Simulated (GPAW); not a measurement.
# Nb (I4/mmm) in GPAW: further runs

One crystal, Nb, is run at these levels: PBEsol; tasks: single point.

Program: GPAW 26.7.0. These are calculated values, not measurements. Logs are shortened: lines on timing, memory, paths and dates and some standing lists are left out, and cuts for length are marked. The log counts tension as positive stress, the text compression.

## Step 1: Starting point

The structure is tetragonal, space group I4/mmm (No. 139). The conventional cell has a = 3.195 Å, b = 3.195 Å, c = 3.611 Å, α = 90.00°, β = 90.00°, γ = 90.00°. Nb (site symmetry 4/mmm) is surrounded by 12 Nb at 2.89 to 3.19 Å.

This isn't the form of Nb at room conditions, which is bcc.

## Step 2: Single point, PBEsol, 18.43 Å³/atom

File run.py:

```python
from ase import Atoms
from ase.dft.bandgap import bandgap
from ase.io import write
from ase.units import GPa
from gpaw import GPAW, PW, setup_paths

setup_paths.insert(0, '.')

atoms = Atoms(['Nb'],
              cell=[[-1.597392, 1.597392, 1.8055013021],
                    [1.597392, -1.597392, 1.8055013021],
                    [1.597392, 1.597392, -1.8055013021]],
              scaled_positions=[[0.0, 0.0, 0.0]],
              pbc=True)

calc = GPAW(mode=PW(600),
            xc='PBEsol',
            kpts={'size': (11, 11, 11), 'gamma': True},
            occupations={'name': 'fermi-dirac', 'width': 0.05},
            nbands=15,
            convergence={'density': 1e-05, 'energy': 1e-05},
            maxiter=150,
            txt='gpaw.txt')
atoms.calc = calc
energy = atoms.get_potential_energy()
forces = atoms.get_forces()
stress = atoms.get_stress()
calc.write('gs.gpw')
write('result.traj', atoms)
print(f'Energy: {energy:.6f} eV')
print('Forces (eV/A):')
print(forces.round(4))
print('Stress (GPa):', (stress / GPa).round(3))
print('Fermi level:', round(calc.get_fermi_level(), 4), 'eV')
print(f'Gap: {bandgap(calc)[0]:.4f} eV, direct: {bandgap(calc, direct=True)[0]:.4f} eV')
```

Potentials or basis: PAW data sets generated in the run's folder for this functional, pw.

On the command line:

```sh
$ gpaw-setup -f PBEsol Nb
$ OMP_NUM_THREADS=1 python run.py
```

gpaw.txt:

```text
__  _  _
 | _ |_)|_||  |
 |__||  | ||/\| - 26.7.0

Input parameters:
  mode=PW(ecut=600.0),
  convergence={'density': 1e-05, 'energy': 1e-05},
  kpts=MonkhorstPack(size=(11, 11, 11), gamma=True),
  maxiter=150,
  nbands=15,
  occupations=Occupations(name='fermi-dirac', width=0.05),
  xc=XC(name='PBEsol')

Diagonalizing LCAO Hamiltonian
Converting LCAO to pw mode

       Nb

Atoms  # Å, Bohr magnetons
|   | symbol |        x |        y |        z |    initial magnetic moments |
|---|--------|----------|----------|----------|-----------------------------|
| 0 |     Nb | 0.000000 | 0.000000 | 0.000000 | ( 0.0000,  0.0000,  0.0000) |

Unit cell  # Å
| periodic |         x |         y |         z |  lengths |     angles |
|----------|-----------|-----------|-----------|----------|------------|
|      yes | -1.597392 |  1.597392 |  1.805501 | 2.891912 | 112.941135 |
|      yes |  1.597392 | -1.597392 |  1.805501 | 2.891912 | 112.941135 |
|      yes |  1.597392 |  1.597392 | -1.805501 | 2.891912 | 102.734267 |

Number of symmetries: 16
Symmetry operations  # r_c * U_cc + t_c -> r_c
|    | kind |            matrix            |
|----|------|------------------------------|
|  0 |  σ   |  1, 1, 1,  0, 0,-1,  0,-1, 0 |
|  1 |  C4  |  1, 1, 1,  0, 0,-1, -1, 0, 0 |
|  2 |  E   |  1, 0, 0,  0, 1, 0,  0, 0, 1 |
|  3 |  σ   |  1, 0, 0,  0, 1, 0, -1,-1,-1 |
|  4 |  σ   |  0, 1, 0,  1, 0, 0,  0, 0, 1 |
|  5 |  C2  |  0, 1, 0,  1, 0, 0, -1,-1,-1 |
|  6 |  C2  |  0, 0, 1, -1,-1,-1,  1, 0, 0 |
|  7 |  S4  |  0, 0, 1, -1,-1,-1,  0, 1, 0 |
|  8 |  C4  |  0, 0,-1,  1, 1, 1,  0,-1, 0 |
|  9 |  σ   |  0, 0,-1,  1, 1, 1, -1, 0, 0 |
| 10 |  σ   |  0,-1, 0, -1, 0, 0,  1, 1, 1 |
| 11 |  C2  |  0,-1, 0, -1, 0, 0,  0, 0,-1 |
| 12 |  C2  | -1, 0, 0,  0,-1, 0,  1, 1, 1 |
| 13 |  i   | -1, 0, 0,  0,-1, 0,  0, 0,-1 |
| 14 |  S4  | -1,-1,-1,  0, 0, 1,  1, 0, 0 |
| 15 |  C2  | -1,-1,-1,  0, 0, 1,  0, 1, 0 |

BZ-sampling:
  Number of BZ points: 1331
  Number of IBZ points: 126

  Monkhorst-Pack size: [11, 11, 11]
  Monkhorst-Pack shift: [0, 0, 0]

K-points  # in reciprocal-cell coordinates
|     |                                coordinates |     weight |
|-----|--------------------------------------------|------------|
|   0 | (  0.00000000,   0.00000000,   0.00000000) | 0.00075131 |
|   1 | (  0.09090909,  -0.09090909,   0.00000000) | 0.00300526 |
|   2 | (  0.09090909,  -0.09090909,   0.09090909) | 0.00300526 |
|   3 | (  0.09090909,   0.00000000,   0.00000000) | 0.00601052 |
|   4 | (  0.09090909,   0.09090909,  -0.09090909) | 0.00150263 |
|   5 | (  0.18181818,  -0.18181818,   0.00000000) | 0.00300526 |
|   6 | (  0.18181818,  -0.18181818,   0.09090909) | 0.00601052 |
|   7 | (  0.18181818,  -0.18181818,   0.18181818) | 0.00300526 |
|   8 | (  0.18181818,  -0.09090909,   0.00000000) | 0.01202104 |
|   9 | (  0.18181818,  -0.09090909,   0.09090909) | 0.00601052 |
| ... |                                            |            |
| 125 | (  0.45454545,   0.45454545,   0.45454545) | 0.00601052 |

Plane wave coefficients: 628
Cutoff: 600.0 eV

Spin-components: 1 (collinear spins)
Bands:           15
Projectors:      6
Spin-degeneracy: 2
Datatype:        complex128

Parallelization:
  kpt:    1
  domain: 1
  band:   1

Density:
  Valence electrons: 13.0
  Components: 1
  Grid points: [18 18 18]
  Charge: 0.0  # |e|

Potential:
  Grid points: [18 18 18]

species:
  Nb:
    name:    Niobium
    Z:       41.0
    valence: 13
    core:    28
    charge:  0.0  # [|e|]
    compensation charges:
      type: gauss
      rc: 0.40  # [Å]
      lmax: 2
    cutoffs:
      filter: 2.35  # [Å]
      core: 1.51  # [Å]
    projectors
    | kind |    occ | energy [eV] | rcut [Å] |
    |------|--------|-------------|----------|
    |   4s |  2.000 |     -58.318 |    1.323 |
    |   5s |  1.000 |      -4.011 |    1.323 |
    |   4p |  6.000 |     -34.497 |    1.323 |
    |   5p |  0.000 |      -1.086 |    1.323 |
    |   4d |  4.000 |      -3.056 |    1.244 |
    |    d |        |      24.155 |    1.244 |

    Using partial waves for Nb as LCAO basis

Reference energy: -103848.611998  # eV

eigensolver:
  PPCG
  Converge bands: occupied
  niter=2

density mixing:
  MSR1-Mixer
  Pratt-step length: 0.05
  Maximum mixing coefficient: 0.75
  Old densities: 10
  SVD Regularization: 0.005
  Good broyden scale: 1.0
  Trust region scale: 1.0
  Backstep threshold: 4.0
  History deletion threshold: 6.0
  Fourier metric: weight=20.0, sigma=0.015

occupation numbers:
  Fermi-Dirac:
    width: 0.0500  # eV

poisson solver:
  ecut: 4800.0  # eV

xc functional:
  name: PBEsol with 2 nearest neighbor stencil

convergence criteria:
- Maximum integral of absolute [dens]ity change: 1e-05 electrons / valence electron
- Maximum [total energy] change in last 3 cyles: 1e-05 eV / valence electron
- Maximum integral of absolute [eigenst]ate change: 4e-08 eV^2 / valence electron
maximum number of iterations: 150

SCF iterations
|iter     | |      energy | eigst |  dens |
|---------|-|-------------|-------|-------|
|iter:   1| |  -11.660004 | +0.01 |       |
|iter:   2| |  -11.545364 | -2.60 | -1.01 |
|iter:   3| |  -10.993899 | -1.51 | -1.04 |
|iter:   4| |  -10.991608 | -3.21 | -1.82 |
|iter:   5| |  -10.991680 | -4.24 | -2.17 |
|iter:   6| |  -10.991683c| -6.37 | -3.57 |
|iter:   7| |  -10.991683c| -7.62c| -4.02 |
|iter:   8| |  -10.991683c| -8.64c| -5.16c|

Converged in 8 steps
Energy contributions relative to reference atoms: (reference = -103848.611998)

Energy contributions:
  Kinetic:          -4.169585
  Coulomb:          -0.775751
  Zero:             -0.048037
  External:          0.000000
  Xc:               -5.991683
  Entropy:          -0.013255
  Spinorbit:         0.000000
  ----------------------------
  Free energy:     -10.998310
  Extrapolated:    -10.991683

dipole moment: (-5.858199, -5.858199, -6.621409)  # |e|*Ang

Fermi level: 10.963
Eigenvalues  # (at kpt = [0.000, 0.000, 0.000])
| band index |      eig [eV] | occ [0-2] |
|------------|---------------|-----------|
|          0 |       -43.411 |     2.000 |
|          1 |       -18.827 |     2.000 |
|          2 |       -18.826 |     2.000 |
|          3 |       -18.826 |     2.000 |
|          4 |         5.007 |     2.000 |
|          5 |        10.994 |     0.699 |
|          6 |        10.994 |     0.699 |
|          7 |        12.195 |     0.000 |
|          8 |        13.146 |     0.000 |
|          9 |        14.691 |     0.000 |
|         10 |        24.072 |     0.000 |
|         11 |        26.092 |     0.000 |
|         12 |        26.092 |     0.000 |
|        ... |               |           |
|         14 |        34.191 |     0.000 |

No gap
No difference between direct/indirect transitions

Forces  # eV/Ang
|       x |        y |        z |
|---------|----------|----------|
| 0.00000 | -0.00000 | -0.00000 |  # Nb   0

Stress tensor  # eV/Ang^3
|         x |         y |        z |
|-----------|-----------|----------|
|  0.021663 | -0.000000 | 0.000000 |
| -0.000000 |  0.021663 | 0.000000 |
|  0.000000 |  0.000000 | 0.105960 |

# Writing to gs.gpw (mode='')
```

It took 19 s on 1 thread of Intel Xeon 6975P-C (Granite Rapids), shared host; peak memory 0.15 GiB.

What came out:

- Free energy: -10.9983 eV
- Pressure: -8.0 GPa
- Band gap on the k mesh: none (metal or under the smearing width)

Caveat: the density grid can change from cell to cell, which puts small steps into energies and stress.

## Step 3: Single point, PBEsol, 18.43 Å³/atom

run.py: that of step 2 with these lines changed.

```diff
@@ -9,5 +9,5 @@
 atoms = Atoms(['Nb'],
-              cell=[[-1.597392, 1.597392, 1.8055013021],
-                    [1.597392, -1.597392, 1.8055013021],
-                    [1.597392, 1.597392, -1.8055013021]],
+              cell=[[-1.630671, 1.630671, 1.7325593503],
+                    [1.630671, -1.630671, 1.7325593503],
+                    [1.630671, 1.630671, -1.7325593503]],
               scaled_positions=[[0.0, 0.0, 0.0]],
```

Potentials or basis: PAW data sets generated in the run's folder for this functional, pw.

On the command line:

```sh
$ gpaw-setup -f PBEsol Nb
$ OMP_NUM_THREADS=1 python run.py
```

It took 18 s on 1 thread of Intel Xeon 6975P-C (Granite Rapids), shared host; peak memory 0.15 GiB.

The run converged. Its results:

```
Free energy            : -11.0439 eV
Pressure               : -8.4 GPa
Band gap on the k mesh : none (metal or under the smearing width)
```

Caveat: the density grid can change from cell to cell, which puts small steps into energies and stress.
